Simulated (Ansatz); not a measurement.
# Pb (P6_3/mmc) in Ansatz: further runs

The runs below take Pb through single point, equation of state, with HSE06.

Program: Ansatz 0.2.0. These are calculated values, not measurements. Logs are shortened: lines on timing, memory, paths and dates and some standing lists are left out, and cuts for length are marked.

### Step 1. Starting point

Symmetry: P6_3/mmc, No. 194, hexagonal system. The conventional cell has a = 3.480 Å, b = 3.480 Å, c = 5.590 Å, α = 90.00°, β = 90.00°, γ = 120.00°. Pb (site symmetry -6m2) has 12 Pb at 3.44 to 3.48 Å as nearest neighbours.

This isn't the form of Pb at room conditions, which is fcc.

### Step 2. Single point, HSE06, 27.55 Å³/atom (volume scaled by 0.94)

Contents of input:

```
crystal:
  lattice:
    - [3.4089596583, 0.0, 0.0]
    - [-1.7044798292, 2.9522456646, 0.0]
    - [0.0, 0.0, 5.4758863477]
  atoms:
    - { symbol: Pb, position: [0.6666666667, 0.3333333333, 0.75] }
    - { symbol: Pb, position: [0.3333333333, 0.6666666667, 0.25] }
hamiltonian:
  xc: hse06
  pseudopotentials: { kind: paw }
kpoints:
  mp_grid: { grid: [6, 6, 4] }
scf:
  occupations: { method: fermi_dirac, width: 0.05 }
output:
  forces: true
  stress: true
  eigenvalues: true
  write_density: true
  write_potential: true
  elf: true
  volumetric_format: npy
```

Potentials or basis: Ansatz PAW.

Standard output:

```text
Warning: output.stress: scf.convergence.dr2_threshold = 1e-7 eV (the SCF's general default) is looser than the 2e-10 eV advised for a printed stress (1e-10 eV for each atom of the cell: 2). What an SCF threshold leaves in a stress goes as its square root, and in the free energy as the threshold itself, and one threshold admits the most on a small cell: of the crystals measured, under no hybrid functional and no lock of the moments, on runs that ended without the residual-converged pass, on stresses that held no estimate of that error, the worst erred by over 100 MPa in a component at 1e-7 eV an atom and by under 5 at 1e-10. Set scf.convergence.dr2_threshold to 2e-10 eV or tighter. The threshold is an SCF's pass mark: one that does not reach it within its budget of iterations ends unconverged, or closes short of it on a stop that the run arms, and scf.convergence.dr2_threshold's page says what that costs each kind of run
Warning: output.stress: scf.exx.energy_threshold = 1e-6 eV is looser than the 2e-8 eV advised for a stress under a hybrid functional (1e-8 eV for each atom of the cell: 2). Every SCF of the exchange loop can meet its threshold on dr2 while the loop round them stops early: no threshold on dr2 bounds what that leaves in the stress. Set scf.exx.energy_threshold to 2e-8 eV or tighter. The threshold is the loop's pass mark: a loop that does not reach it within its budget of cycles ends unconverged, and scf.exx.energy_threshold's page has the law
GPUs: using 1 of 1 available (devices: 1).
Engine: ansatz 0.2.0, x86_64-unknown-linux-gnu
Pseudopotentials: kind: paw
Pseudopotential: Pb, paw, valence charge 14, recommended cutoff 420 eV (normal), Pb.paw.azcp
Functional definition: HSE06
  parameter a = 0.25
  parameter omega = 0.11/bohr
  exchange = pbe_x - a*pbe_x_sr(omega) + a*exact_x_sr(omega)
  correlation = pbe_c
device memory: the entry about to start is reckoned to put 0.6 GiB on a device that reports 69.2 GiB free (of which the cap on the GPU budget leaves the run 18.0 GiB)
GPU FFT provider: cuFFT
GPU libraries: cuBLAS 13.8.2, cuFFT 12.4.0, cuSOLVER 12.3.4
Crystal: 2 atoms, lattice volume = 55.110 Å³
Basis set: ecut = 420 eV, 1087 PW (Γ), exchange–correlation on 48×48×80 points (8 copies of the dense FFT grid, shifted against one another)
Bands: 18, of which v1, the nominal top of the filled ones, is band 14 counted from 1 (13 counted from 0)
Symmetry: 24 space group operations
Space group: P63/mmc (ITA 194), of the structure as read, at distance tolerance 3.8e-5 Å
k-points: 21 of 144
Non-local potential: Pb, projectors of the file, l = 0: 2, l = 1: 2, l = 2: 2, l = 3: 2
PAW form: soft (Blöchl's): semilocal exchange-correlation on the pseudo side does not see the compensation charge
PAW frozen core: Pb, regenerated for the run's functional, and the local potential with it (the file was generated under x = pbe(κ = 0.804, μ = 0.2195149727645171), c = pbe(β = 0.06672455060314922))
PAW one-centre angular grid: Pb, 590 points (default); XC on 64 Gauss nodes
Initial density: superposition of atomic densities (neutral atoms: chi_scale 0, normalization atom), corrected by the library's trained network
Initial wavefunctions: pseudopotential atomic-orbital guess
GPU buffer pool allocated for 23040 grid points (all kernels)
GPU transforms: local potential and band sums: pruned to the plane-wave sphere, on 24×24×40
Functional: x = pbe(κ = 0.804, μ = 0.2195149727645171), c = pbe(β = 0.06672455060314922), warm-up for x = pbe(κ = 0.804, μ = 0.2195149727645171) + 0.25 (exact − pbe) at short range (hse, ω = 0.20786987370883472 Å⁻¹), c = pbe(β = 0.06672455060314922); HSE06 as pw.x's `hse` composes it (authors' and Libxc's form: `xc: wpbeh`)
SCF iter   1: F=—  HF=-23812.525720 eV  |F-HF|=—  |Δ(HF+E_count)|=         —  Δρ=1.29e-3  dr2=1.05e-3  ethr=1.77e-3  ⟨swp⟩=6.0  Hψ=1553  notcnv=0
preconditioner: auto → Kerker (q_TF=auto, 2.437 Å⁻¹)  [metal: Δε(μ)=0.058 eV  Ē_g=17.203 eV  σ=0.050 eV  W_gap=0.28  n_scr=22 (ndim 8)  ℏωp=26.5 eV  f_vac=0.000  D(μ)=2.84/eV (n_scr^D=22)]
SCF iter   2: F=—  HF=-23812.526139 eV  |F-HF|=—  |Δ(HF+E_count)|=   4.18e-4  Δρ=8.41e-4  dr2=5.16e-4  ethr=3.76e-6  ⟨swp⟩=4.9  Hψ=1101  notcnv=0  defer=1
iter 3 solved again at ethr=7.87e-8 eV; its pass at ethr=1.84e-6 eV (dr2=2.20e-5 eV) is discarded
SCF iter   3: F=—  HF=-23812.526095 eV  |F-HF|=—  |Δ(HF+E_count)|=   4.40e-5  Δρ=1.48e-4  dr2=1.73e-5  ethr=7.87e-8  ⟨swp⟩=4.1  Hψ=1608  notcnv=0
eigensolver tolerance schedule: the retry pair's looser diagonalisation over-reported the residual by 0.27 of it (diagonalisation noise at 0.29 of the residual, at the tolerance the schedule requests for it); recorded, not acted on — ethr = c·dr2/N_el stays at c = 1.0e-1
SCF iter   4: F=—  HF=-23812.526095 eV  |F-HF|=—  |Δ(HF+E_count)|=   4.32e-7  Δρ=3.88e-5  dr2=9.52e-7  ethr=6.18e-8  ⟨swp⟩=2.5  Hψ=686  notcnv=0
SCF iter   5: F=—  HF=-23812.526096 eV  |F-HF|=—  |Δ(HF+E_count)|=   7.32e-7  Δρ=1.04e-5  dr2=6.14e-8  ethr=3.40e-9  ⟨swp⟩=4.0  Hψ=918  notcnv=0
SCF iter   6: F=—  HF=-23812.526096 eV  |F-HF|=—  |Δ(HF+E_count)|=   8.07e-9  Δρ=2.50e-6  dr2=3.11e-9  ethr=2.19e-10  ⟨swp⟩=3.7  Hψ=938  notcnv=0
SCF iter   7: F=-23812.526096 eV  HF=-23812.526096 eV  |F-HF|=7.28e-12  |Δ(HF+E_count)|=  6.80e-10  Δρ=8.23e-7  dr2=2.27e-10  ethr=1.11e-11  ⟨swp⟩=3.8  Hψ=992  notcnv=0
SCF 1 converged in 7 iterations: F = -23812.526096 eV  dr2 = 2.27e-10
device memory: the entry about to start is reckoned to put 1.1 GiB on a device that reports 69.1 GiB free (of which the cap on the GPU budget leaves the run 18.0 GiB)
GPU FFT provider: cuFFT
GPU libraries: cuBLAS 13.8.2, cuFFT 12.4.0, cuSOLVER 12.3.4
Initial density: handed on by an earlier stage of this run
Initial wavefunctions: those handed on with the density
GPU buffer pool allocated for 23040 grid points (all kernels)
GPU transforms: local potential and band sums: pruned to the plane-wave sphere, on 24×24×40
Functional: x = pbe(κ = 0.804, μ = 0.2195149727645171) + 0.25 (exact − pbe) at short range (hse, ω = 0.20786987370883472 Å⁻¹), c = pbe(β = 0.06672455060314922); HSE06 as pw.x's `hse` composes it (authors' and Libxc's form: `xc: wpbeh`)
Exchange kernel: α = 0.2500, screened, ω = 0.2079 Å⁻¹, Wigner–Seitz truncation, v(0) = 1045.5613 eV·Å³, q-mesh 6×6×4, nearest image of the exchange supercell L = 20.45 Å, pair-density grid 15×15×24, without the augmentation charges, whose exchange is taken in its separable form by FFT convolution over the k-point mesh (sized by the pseudopotential files, 20×20×40 at the most), smooth part of the exact exchange by density-matrix convolution in up to 2.69 GiB of GPU memory as planned if the GPU has room (build and FFT work areas not counted)
Frozen-core exchange: fock
iter 1 solved again at ethr=5.62e-5 eV; its pass at ethr=1.00e-1 eV (dr2=1.57e-2 eV) is discarded
SCF iter   1: F=—  HF=-23819.837939 eV  |F-HF|=—  |Δ(HF+E_count)|=         —  Δρ=6.98e-3  dr2=1.70e-2  ethr=5.62e-5  ⟨swp⟩=5.0  Hψ=2076  notcnv=0
preconditioner: auto → Kerker (q_TF=auto, 2.437 Å⁻¹)  [metal: Δε(μ)=0.049 eV  Ē_g=19.172 eV  σ=0.050 eV  W_gap=0.24  n_scr=22 (ndim 8)  ℏωp=26.5 eV  f_vac=0.000  D(μ)=2.68/eV (n_scr^D=22)]
SCF iter   2: F=—  HF=-23819.834967 eV  |F-HF|=—  |Δ(HF+E_count)|=   2.97e-3  Δρ=3.64e-3  dr2=5.82e-3  ethr=5.51e-5  ⟨swp⟩=2.0  Hψ=672  notcnv=0
SCF iter   3: F=—  HF=-23819.833392 eV  |F-HF|=—  |Δ(HF+E_count)|=   1.57e-3  Δρ=1.59e-4  dr2=3.70e-4  ethr=1.53e-5  ⟨swp⟩=3.4  Hψ=1024  notcnv=0
SCF iter   4: F=—  HF=-23819.837368 eV  |F-HF|=—  |Δ(HF+E_count)|=   3.98e-3  Δρ=8.49e-4  dr2=2.01e-4  ethr=5.32e-8  ⟨swp⟩=5.0  Hψ=1622  notcnv=0
SCF iter   5: F=—  HF=-23819.837326 eV  |F-HF|=—  |Δ(HF+E_count)|=   4.16e-5  Δρ=1.09e-4  dr2=1.43e-5  ethr=5.32e-8  ⟨swp⟩=3.9  Hψ=1011  notcnv=0
SCF iter   6: F=-23819.837392 eV  HF=-23819.837393 eV  |F-HF|=6.73e-7  |Δ(HF+E_count)|=   6.63e-5  Δρ=9.18e-5  dr2=3.02e-6  ethr=1.86e-8  ⟨swp⟩=4.3  Hψ=1093  notcnv=0
SCF 2 stopped early in 6 iterations: F = -23819.837392 eV  dr2 = 3.02e-6
hybrid outer 1: dexx = +4.389e-3 eV, tail = 1.69e-5 eV
GPU FFT provider: cuFFT
GPU libraries: cuBLAS 13.8.2, cuFFT 12.4.0, cuSOLVER 12.3.4
GPU buffer pool allocated for 23040 grid points (all kernels)
GPU transforms: local potential and band sums: pruned to the plane-wave sphere, on 24×24×40
Exchange kernel: α = 0.2500, screened, ω = 0.2079 Å⁻¹, Wigner–Seitz truncation, v(0) = 1045.5613 eV·Å³, q-mesh 6×6×4, nearest image of the exchange supercell L = 20.45 Å, pair-density grid 15×15×24, without the augmentation charges, whose exchange is taken in its separable form by FFT convolution over the k-point mesh (sized by the pseudopotential files, 20×20×40 at the most), smooth part of the exact exchange by density-matrix convolution in up to 2.69 GiB of GPU memory as planned if the GPU has room (build and FFT work areas not counted)
Frozen-core exchange: fock
SCF iter   1: F=—  HF=-23819.837293 eV  |F-HF|=—  |Δ(HF+E_count)|=         —  Δρ=2.16e-5  dr2=2.93e-7  ethr=3.02e-7  ⟨swp⟩=4.7  Hψ=906  notcnv=0
preconditioner: auto → Kerker (q_TF=auto, 2.437 Å⁻¹)  [metal: Δε(μ)=0.045 eV  Ē_g=19.109 eV  σ=0.050 eV  W_gap=0.22  n_scr=22 (ndim 8)  ℏωp=26.5 eV  f_vac=0.000  D(μ)=2.68/eV (n_scr^D=22)]
SCF iter   2: F=—  HF=-23819.837293 eV  |F-HF|=—  |Δ(HF+E_count)|=   2.89e-7  Δρ=9.64e-6  dr2=4.97e-8  ethr=9.33e-10  ⟨swp⟩=4.4  Hψ=1160  notcnv=0
SCF iter   3: F=-23819.837293 eV  HF=-23819.837293 eV  |F-HF|=8.51e-10  |Δ(HF+E_count)|=   1.72e-7  Δρ=3.61e-6  dr2=4.92e-9  ethr=6.10e-11  ⟨swp⟩=4.9  Hψ=1170  notcnv=0
SCF 3 converged in 3 iterations: F = -23819.837293 eV  dr2 = 4.92e-9
  Residual-converged pass: ⟨swp⟩=3.0  Hψ=754  notcnv=0  max |occ|·‖R‖ = 2.4e-6 eV (tolerance 2.4e-6 eV)  dr2=4.92e-9  dr2_onsite=8.76e-10  max |Δocc| = 3.5e-12
hybrid outer 2: dexx = +1.910e-7 eV, tail = 1.45e-8 eV, Δε = 2.85e-3 eV (about 1.30e-4 eV left of the loop's levels)
hybrid SCF converged: 2 outer / 9 inner (+7 warm-up), last move |dexx| = 1.91e-7 eV, tail = 1.45e-8 eV
Stability not checked: this state was not tested for a lower state beside it, because the functional holds exact exchange (a hybrid, or Hartree-Fock), whose exchange loop this test does not read (fock_operator; see scf.lower_state_search)
Free energy (F): -23819.837293 eV
Frozen-core exchange: fock
Harris-Foulkes:  -23819.837293 eV  (|F-HF|=8.51e-10)
Internal energy: -23819.816961 eV  (E = F + TS)
E sigma→0 (E₀):  -23819.827127 eV
Entropy (-TS):   -0.020332 eV (-10.166 meV/atom)
Fermi energy:    12.332902 eV
--- Per-component energies (eV) ---
  E_band       = -80.447100
  E_kinetic    = 580.422095
  E_local      = -1902.460284  (includes V_loc(G=0)·N_el)
  E_nonlocal   = 699.263666
  E_hartree    = 765.820184
  E_xc         = -352.177053
  E_vxc        = -212.822462  (∫ρ·V_xc dr)
  E_exx        = -62.797250  (= α·E_x^exact, valence–valence)
  E_paw        = -20849.912703  (= ΣΔE_a)
  E_vpaw       = -650.897117  (= ΣTr[D̂ρ^β])
  E_aug_tail   = 0.000097  (compensation charges beyond the density's cutoff)
  E_ewald      = -2698.637536
  E_core_change = 0.661823  (= ΣΔE_core)
  E_smearing   = -0.020332  (= −TS)
  E_closure    = 0.000000  (closes the sum)
  Σ components = -23819.837293   (vs F -23819.837293, Δ=-3.64e-12)
--- Forces (eV/Å), atoms counted from 1 ---
  atom   1  Pb    -0.00000000     0.00000000     0.00000000
  atom   2  Pb     0.00000000     0.00000000    -0.00000000
  max |Σ_I F_I| component: 6.48e-17 eV/Å
--- Stress (GPa, compression-positive) ---
        6.922924       0.000000       0.000000
        0.000000       6.922924       0.000000
        0.000000       0.000000       5.444388
  P = ⅓ Tr σ = 6.4301 GPa (64.301 kbar)
--- Band table (eV; the first three rows and the last of 21) ---
  k-point 0: bands = ["-6.8188", "-6.7400", "-6.7260", "-6.7260", "-6.6933", "-6.6933", "-6.6393", "-6.6393", "-6.3964", "-6.3964", "-1.4763", "3.5223", "7.0937", "18.9097", "18.9097", "21.0915", "21.0915", "21.9002"]
  k-point 1: bands = ["-6.8017", "-6.7511", "-6.7511", "-6.7449", "-6.7141", "-6.7141", "-6.5737", "-6.5737", "-6.4159", "-6.4159", "-1.0960", "1.9261", "9.4938", "18.3929", "19.2029", "19.2029", "20.7717", "20.7717"]
  k-point 2: bands = ["-6.7672", "-6.7672", "-6.7484", "-6.7484", "-6.7484", "-6.7484", "-6.4791", "-6.4791", "-6.4791", "-6.4791", "0.0572", "0.0572", "13.6819", "13.6819", "19.9634", "19.9634", "19.9634", "19.9634"]
  k-point 20: bands = ["-6.8131", "-6.8131", "-6.6555", "-6.6555", "-6.5808", "-6.5808", "-6.5677", "-6.5677", "-6.3862", "-6.3862", "4.7646", "4.7646", "9.1257", "9.1257", "10.4203", "10.4203", "18.5095", "18.5095"]
```

Run time: 14 s. Hardware: 1 × NVIDIA H100 80GB HBM3 with 2 threads of AMD EPYC 7R13 (Zen 3), shared host; peak memory 2.1 GiB.

Results:

- Free energy: -23819.8373 eV
- Pressure: 6.4 GPa
- Band gap on the k mesh: none (metal or under the smearing width)

Caveat: the PAW data sets come from PBE, with cores solved anew for the run's functional, which leaves a small shift of forces and pressure; the thresholds are loose for stress.

### Step 3. Single point, HSE06, 28.14 Å³/atom (volume scaled by 0.96)

input: that of step 2 with these lines changed.

```diff
@@ -2,5 +2,5 @@
   lattice:
-    - [3.4089596583, 0.0, 0.0]
-    - [-1.7044798292, 2.9522456646, 0.0]
-    - [0.0, 0.0, 5.4758863477]
+    - [3.4329672075, 0.0, 0.0]
+    - [-1.7164836037, 2.9730368121, 0.0]
+    - [0.0, 0.0, 5.5144501982]
   atoms:
@@ -19,5 +19 @@
   eigenvalues: true
-  write_density: true
-  write_potential: true
-  elf: true
-  volumetric_format: npy
```

Potentials or basis: Ansatz PAW.

Run time: 19 s. Hardware: 1 × NVIDIA H100 80GB HBM3 with 2 threads of AMD EPYC 7R13 (Zen 3), shared host; peak memory 2.3 GiB.

Results (log left out):

```
Free energy            : -23819.8799 eV
Pressure               : 5.2 GPa
Band gap on the k mesh : none (metal or under the smearing width)
```

Caveat: the PAW data sets come from PBE, with cores solved anew for the run's functional, which leaves a small shift of forces and pressure; the thresholds are loose for stress.

### Step 4. Single point, HSE06, 28.73 Å³/atom (volume scaled by 0.98)

input: that of step 3 with these lines changed.

```diff
@@ -2,5 +2,5 @@
   lattice:
-    - [3.4329672075, 0.0, 0.0]
-    - [-1.7164836037, 2.9730368121, 0.0]
-    - [0.0, 0.0, 5.5144501982]
+    - [3.4566435916, 0.0, 0.0]
+    - [-1.7283217958, 2.9935411621, 0.0]
+    - [0.0, 0.0, 5.552482091]
   atoms:
```

Wall time 18 s (1 × NVIDIA H100 80GB HBM3 with 2 threads of AMD EPYC 7R13 (Zen 3), shared host); peak memory 2.3 GiB.

It converged, with:

```
Free energy            : -23819.9140 eV
Pressure               : 4.1 GPa
Band gap on the k mesh : none (metal or under the smearing width)
```

Caveat: the PAW data sets come from PBE, with cores solved anew for the run's functional, which leaves a small shift of forces and pressure; the thresholds are loose for stress.

### Step 5. Single point, HSE06, 29.31 Å³/atom

input: that of step 4 with these lines changed.

```diff
@@ -2,5 +2,5 @@
   lattice:
-    - [3.4566435916, 0.0, 0.0]
-    - [-1.7283217958, 2.9935411621, 0.0]
-    - [0.0, 0.0, 5.552482091]
+    - [3.48, 0.0, 0.0]
+    - [-1.74, 3.0137684052, 0.0]
+    - [0.0, 0.0, 5.59]
   atoms:
```

Run time: 15 s. Hardware: 1 × NVIDIA H100 80GB HBM3 with 2 threads of AMD EPYC 7R13 (Zen 3), shared host; peak memory 2.3 GiB.

The run converged. Its results:

* Free energy: -23819.9401 eV
* Pressure: 3.0 GPa
* Band gap on the k mesh: none (metal or under the smearing width)

Caveat: the PAW data sets come from PBE, with cores solved anew for the run's functional, which leaves a small shift of forces and pressure; the thresholds are loose for stress.

### Step 6. Single point, HSE06, 29.90 Å³/atom (volume scaled by 1.02)

input: that of step 5 with these lines changed.

```diff
@@ -2,5 +2,5 @@
   lattice:
-    - [3.48, 0.0, 0.0]
-    - [-1.74, 3.0137684052, 0.0]
-    - [0.0, 0.0, 5.59]
+    - [3.5030470293, 0.0, 0.0]
+    - [-1.7515235146, 3.033727718, 0.0]
+    - [0.0, 0.0, 5.6270209464]
   atoms:
```

Potentials or basis: Ansatz PAW.

Wall time 14 s (1 × NVIDIA H100 80GB HBM3 with 2 threads of AMD EPYC 7R13 (Zen 3), shared host); peak memory 2.3 GiB.

It converged, with:

- Free energy: -23819.9585 eV
- Pressure: 2.0 GPa
- Band gap on the k mesh: none (metal or under the smearing width)

Caveat: the PAW data sets come from PBE, with cores solved anew for the run's functional, which leaves a small shift of forces and pressure; the thresholds are loose for stress.

### Step 7. Single point, HSE06, 30.49 Å³/atom (volume scaled by 1.04)

input: that of step 6 with these lines changed.

```diff
@@ -2,5 +2,5 @@
   lattice:
-    - [3.5030470293, 0.0, 0.0]
-    - [-1.7515235146, 3.033727718, 0.0]
-    - [0.0, 0.0, 5.6270209464]
+    - [3.5257947253, 0.0, 0.0]
+    - [-1.7628973626, 3.0534278007, 0.0]
+    - [0.0, 0.0, 5.6635610674]
   atoms:
```

Wall time 13 s (1 × NVIDIA H100 80GB HBM3 with 2 threads of AMD EPYC 7R13 (Zen 3), shared host); peak memory 2.3 GiB.

The run converged. Its results:

```yaml
Free_energy: -23819.9694 eV
Pressure: 1.0 GPa
Band_gap_on_the_k_mesh: none (metal or under the smearing width)
```

Caveat: the PAW data sets come from PBE, with cores solved anew for the run's functional, which leaves a small shift of forces and pressure; the thresholds are loose for stress.

### Step 8. Single point, HSE06, 31.07 Å³/atom (volume scaled by 1.06)

input: that of step 7 with these lines changed.

```diff
@@ -2,5 +2,5 @@
   lattice:
-    - [3.5257947253, 0.0, 0.0]
-    - [-1.7628973626, 3.0534278007, 0.0]
-    - [0.0, 0.0, 5.6635610674]
+    - [3.548252622, 0.0, 0.0]
+    - [-1.774126311, 3.0728769098, 0.0]
+    - [0.0, 0.0, 5.6996356773]
   atoms:
```

It took 13 s on 1 × NVIDIA H100 80GB HBM3 with 2 threads of AMD EPYC 7R13 (Zen 3), shared host; peak memory 2.2 GiB.

The run converged. Its results:

- Free energy: -23819.9735 eV
- Pressure: 0.1 GPa
- Band gap on the k mesh: none (metal or under the smearing width)

Caveat: the PAW data sets come from PBE, with cores solved anew for the run's functional, which leaves a small shift of forces and pressure; the thresholds are loose for stress.

### Step 9. Equation of state, HSE06

Potentials or basis: Ansatz PAW.

No new run: the results of the series are fitted here.

Results:

```
Equilibrium volume                        : 31.14 Å³/atom (rough: see the caveat)
Bulk modulus at fixed shape and positions : 48 GPa (rough)
```

Energy against volume, from the lowest point:
| volume (Å³/atom) | energy (meV/atom) |
| --- | --- |
| 27.555 | 68.12 |
| 28.141 | 46.81 |
| 28.727 | 29.75 |
| 29.314 | 16.71 |
| 29.900 | 7.54 |
| 30.486 | 2.06 |
| 31.073 | 0.00 |

Caveat: the fit is doubtful: noisy points or a state that changes with volume; the minimum lies outside the volumes run; the cell was scaled at fixed shape and fractional positions, which overstates the stiffness of a crystal with free parameters, most of all of layers and chains; the PAW data sets were made with another functional, which shifts forces and pressure a little.
